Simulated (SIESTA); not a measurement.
**BP under changes of volume**

One of the cells (11.682 Å³/atom); the others are scaled copies at fixed shape and fractional positions:

```
CELL_PARAMETERS angstrom
0.00000 2.26900 2.26900
2.26900 0.00000 2.26900
2.26900 2.26900 0.00000
ATOMIC_POSITIONS crystal
P 0.75000 0.75000 0.75000
B 0.00000 0.00000 0.00000
```

| Quantity | Value |
| --- | --- |
| Program | SIESTA 5.4.2 |
| Functional | AM05 |
| Potentials or basis | PseudoDojo 0.4 standard (PBEsol files) |
| Basis | DZP (energy shift 0.003 Ry) |
| Grid cutoff | 500 Ry |
| Energy shift | 0.003 Ry |
| k mesh | 10 × 10 × 10 |
| Occupations | fermi-dirac, width 0.05 eV |
| Spin | no spin polarisation |

```tsv
volume (Å³/atom)	energy over the lowest point (meV/atom)	pressure (GPa)	gap on the mesh (eV)
10.981	29.26	12.8	1.09
11.214	13.78	8.5	1.12
11.448	4.21	4.7	1.14
11.682	0.00	1.2	1.17
11.915	0.67	-2.0	1.20
12.149	5.82	-5.0	1.22
12.383	?	?	?
```

Problem. What does the run at 12.383 Å³/atom give?

Solution. Energy over the lowest point 15.04 meV/atom; pressure -7.6 GPa; gap on the mesh 1.24 eV.

Worked out: A Birch-Murnaghan fit of order 3 (a polynomial in V^(-2/3)) to the other rows has its minimum at 11.76 Å³/atom with B0 = V·E''(V) = 163 GPa and B' = 3.8. It gives 15.00 meV/atom at 12.383 Å³/atom, against the run's 15.04, and -dE/dV = -7.6 GPa, against -7.6. A straight line through the other rows of the gap, of slope 1.3 eV per unit of ln V, extrapolates to 1.25 eV, against the run's 1.24.

Energies are extrapolated to zero smearing.

Caveats: the potentials were made for another functional, which shifts forces and pressure; the basis of atomic orbitals isn't converged, which shifts pressures, moduli and gaps.

A mesh can miss the band edges.
